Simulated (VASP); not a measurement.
Input of a VASP 6.6.1 run:

Contents of run.py:

```python
from ase.calculators.vasp import Vasp
from ase.dft.bandgap import bandgap
from ase.io import read

atoms = read('Se.cif', primitive_cell=True, subtrans_included=False)
calc = Vasp(
    directory='calc',
    xc='b3lyp',
    pp='PBE',
    setups='recommended',
    prec='Accurate',
    encut=520,
    ediff=1e-06,
    ismear=-1,
    sigma=0.05,
    lreal=False,
    lasph=True,
    nelm=100,
    algo='Normal',
    isif=2,
    lwave=False,
    lcharg=True,
    precfock='Fast',
    hfrcut=-1,
    ivdw=2,
    lelf=True,
    lvhar=True,
    kpts=[5, 5, 4],
    gamma=True,
)
atoms.calc = calc

print('energy (eV):', atoms.get_potential_energy())
print('free energy (eV):', atoms.get_potential_energy(force_consistent=True))
print('forces (eV/A):')
print(atoms.get_forces())
print('stress (eV/A^3, Voigt):', atoms.get_stress())
print('Fermi level (eV):', calc.get_fermi_level())
gap, top, bottom = bandgap(calc)
print('band gap (eV):', gap, 'from (spin, k, band)', top, 'to', bottom)
```

Contents of Se.cif:

```cif
data_Se
_cell_length_a 4.42365659
_cell_length_b 4.42365659
_cell_length_c 5.01878642
_cell_angle_alpha 90.00000000
_cell_angle_beta 90.00000000
_cell_angle_gamma 120.00000000
_space_group_name_H-M_alt 'P3_121'
_space_group_name_Hall 'P 31 2"'
_space_group_IT_number 152
loop_
_space_group_symop_operation_xyz
'x,y,z'
'-y,x-y,z+1/3'
'-x+y,-x,z+2/3'
'y,x,-z'
'x-y,-y,-z+2/3'
'-x,-x+y,-z+1/3'
loop_
_atom_site_label
_atom_site_type_symbol
_atom_site_symmetry_multiplicity
_atom_site_Wyckoff_symbol
_atom_site_fract_x
_atom_site_fract_y
_atom_site_fract_z
_atom_site_occupancy
Se1 Se 3 a 0.7746000000 0.7746000000 0.0000000000 1
```

Potentials or basis: VASP PAW PBE potentials, release 64 (Se).

The run is started by

```bash
$ python run.py
```

Task: Estimate the band gap on the k mesh.

Result: 2.41 eV, direct.

Task: Estimate the largest force.

Result: 0.321 eV/Å.

Stress tensor (GPa, compression positive):
```
0.61 0.00 0.00
0.00 0.61 0.00
0.00 0.00 0.07
```

Caveat: the PAW data sets were made with another functional, which shifts forces and pressure a little; an odd mesh through Γ misses points on the zone boundary, where band edges often lie.
